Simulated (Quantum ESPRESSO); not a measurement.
Wanted: the native input for a Quantum ESPRESSO 7.5 run.

```
Task                : band structure
Functional          : RPBE
Potentials or basis : SG15 PBE 1.2
Cutoff              : 1020 eV
Density cutoff      : 4082 eV
k mesh              : 12 × 12 × 12
Occupations         : fermi-dirac, width 0.05 eV
Spin                : no spin polarisation
Mixing beta         : 0.5
Most SCF iterations : 120
SCF threshold       : 2e-10 Ry
```

The system is W.

```
CELL_PARAMETERS angstrom
-1.58234 1.58234 1.58234
1.58234 -1.58234 1.58234
1.58234 1.58234 -1.58234
ATOMIC_POSITIONS crystal
W 0.00000 0.00000 0.00000
```

One way to write it, as run:

pw.in

```
&CONTROL
  calculation = 'scf'
  prefix = 'pwscf'
  outdir = './tmp'
  pseudo_dir = './pseudo'
  tprnfor = .true.
  tstress = .true.
  disk_io = 'low'
/
&SYSTEM
  ibrav = 0
  nat = 1
  ntyp = 1
  ecutwfc = 75
  nbnd = 21
  input_dft = 'rpbe'
  occupations = 'smearing'
  smearing = 'fd'
  degauss = 0.00367493
/
&ELECTRONS
  conv_thr = 2d-10
  electron_maxstep = 120
  mixing_beta = 0.5
/
ATOMIC_SPECIES
W    183.8400 W_ONCV_PBE-1.2.upf
CELL_PARAMETERS angstrom
  -1.5823450000    1.5823450000    1.5823450000
   1.5823450000   -1.5823450000    1.5823450000
   1.5823450000    1.5823450000   -1.5823450000
ATOMIC_POSITIONS angstrom
W      0.0000000000    0.0000000000    0.0000000000
K_POINTS automatic
12 12 12 0 0 0
```

pp_density.in

```
&INPUTPP
  prefix = 'pwscf'
  outdir = './tmp'
  filplot = 'density.dat'
  plot_num = 0
/
&PLOT
  nfile = 1
  filepp(1) = 'density.dat'
  iflag = 3
  output_format = 6
  fileout = 'density.cube'
/
```

pp_potential.in

```
&INPUTPP
  prefix = 'pwscf'
  outdir = './tmp'
  filplot = 'potential.dat'
  plot_num = 11
/
&PLOT
  nfile = 1
  filepp(1) = 'potential.dat'
  iflag = 3
  output_format = 6
  fileout = 'potential.cube'
/
```

pp_elf.in

```
&INPUTPP
  prefix = 'pwscf'
  outdir = './tmp'
  filplot = 'elf.dat'
  plot_num = 8
/
&PLOT
  nfile = 1
  filepp(1) = 'elf.dat'
  iflag = 3
  output_format = 6
  fileout = 'elf.cube'
/
```

bands.in

```
&CONTROL
  calculation = 'bands'
  prefix = 'pwscf'
  outdir = './tmp'
  pseudo_dir = './pseudo'
  disk_io = 'low'
  verbosity = 'high'
/
&SYSTEM
  ibrav = 0
  nat = 1
  ntyp = 1
  ecutwfc = 75
  nbnd = 21
  input_dft = 'rpbe'
  occupations = 'smearing'
  smearing = 'fd'
  degauss = 0.00367493
/
&ELECTRONS
  conv_thr = 1d-08
  electron_maxstep = 120
  mixing_beta = 0.5
  diago_full_acc = .true.
  startingwfc = 'random'
/
ATOMIC_SPECIES
W    183.8400 W_ONCV_PBE-1.2.upf
CELL_PARAMETERS angstrom
  -1.5823450000    1.5823450000    1.5823450000
   1.5823450000   -1.5823450000    1.5823450000
   1.5823450000    1.5823450000   -1.5823450000
ATOMIC_POSITIONS angstrom
W      0.0000000000    0.0000000000    0.0000000000
K_POINTS crystal
60
 0.0000000000  0.0000000000  0.0000000000 1
 0.0416666667 -0.0416666667  0.0416666667 1
 0.0833333333 -0.0833333333  0.0833333333 1
 0.1250000000 -0.1250000000  0.1250000000 1
 0.1666666667 -0.1666666667  0.1666666667 1
 0.2083333333 -0.2083333333  0.2083333333 1
 0.2500000000 -0.2500000000  0.2500000000 1
 0.2916666667 -0.2916666667  0.2916666667 1
 0.3333333333 -0.3333333333  0.3333333333 1
 0.3750000000 -0.3750000000  0.3750000000 1
 0.4166666667 -0.4166666667  0.4166666667 1
 0.4583333333 -0.4583333333  0.4583333333 1
 0.5000000000 -0.5000000000  0.5000000000 1
 0.4375000000 -0.4375000000  0.5000000000 1
 0.3750000000 -0.3750000000  0.5000000000 1
 0.3125000000 -0.3125000000  0.5000000000 1
 0.2500000000 -0.2500000000  0.5000000000 1
 0.1875000000 -0.1875000000  0.5000000000 1
 0.1250000000 -0.1250000000  0.5000000000 1
 0.0625000000 -0.0625000000  0.5000000000 1
 0.0000000000  0.0000000000  0.5000000000 1
 0.0000000000  0.0000000000  0.4444444444 1
 0.0000000000  0.0000000000  0.3888888889 1
 0.0000000000  0.0000000000  0.3333333333 1
 0.0000000000  0.0000000000  0.2777777778 1
 0.0000000000  0.0000000000  0.2222222222 1
 0.0000000000  0.0000000000  0.1666666667 1
 0.0000000000  0.0000000000  0.1111111111 1
 0.0000000000  0.0000000000  0.0555555556 1
 0.0000000000  0.0000000000  0.0000000000 1
 0.0227272727  0.0227272727  0.0227272727 1
 0.0454545455  0.0454545455  0.0454545455 1
 0.0681818182  0.0681818182  0.0681818182 1
 0.0909090909  0.0909090909  0.0909090909 1
 0.1136363636  0.1136363636  0.1136363636 1
 0.1363636364  0.1363636364  0.1363636364 1
 0.1590909091  0.1590909091  0.1590909091 1
 0.1818181818  0.1818181818  0.1818181818 1
 0.2045454545  0.2045454545  0.2045454545 1
 0.2272727273  0.2272727273  0.2272727273 1
 0.2500000000  0.2500000000  0.2500000000 1
 0.2708333333  0.1875000000  0.2708333333 1
 0.2916666667  0.1250000000  0.2916666667 1
 0.3125000000  0.0625000000  0.3125000000 1
 0.3333333333  0.0000000000  0.3333333333 1
 0.3541666667 -0.0625000000  0.3541666667 1
 0.3750000000 -0.1250000000  0.3750000000 1
 0.3958333333 -0.1875000000  0.3958333333 1
 0.4166666667 -0.2500000000  0.4166666667 1
 0.4375000000 -0.3125000000  0.4375000000 1
 0.4583333333 -0.3750000000  0.4583333333 1
 0.4791666667 -0.4375000000  0.4791666667 1
 0.5000000000 -0.5000000000  0.5000000000 1
 0.2500000000  0.2500000000  0.2500000000 1
 0.2083333333  0.2083333333  0.2916666667 1
 0.1666666667  0.1666666667  0.3333333333 1
 0.1250000000  0.1250000000  0.3750000000 1
 0.0833333333  0.0833333333  0.4166666667 1
 0.0416666667  0.0416666667  0.4583333333 1
 0.0000000000  0.0000000000  0.5000000000 1
```

Potentials or basis: SG15 PBE 1.2.

Run with:

```sh
$ OMP_NUM_THREADS=1 pw.x -in pw.in > pw.out
$ OMP_NUM_THREADS=1 pp.x -in pp_density.in > pp_density.out
$ OMP_NUM_THREADS=1 pp.x -in pp_potential.in > pp_potential.out
$ OMP_NUM_THREADS=1 pp.x -in pp_elf.in > pp_elf.out
$ OMP_NUM_THREADS=1 pw.x -in bands.in > bands.out
```

Results of the run:

```
Pressure               : 15.4 GPa
Band gap on the k mesh : none (metal or under the smearing width)
```

Caveat: the potentials were made for another functional, which shifts forces and pressure; spin-orbit coupling is left out, which moves the levels of the heavy elements.

It took 38 s on 1 thread of Arm Neoverse V2 (shared host), peak memory 0.09 GiB.
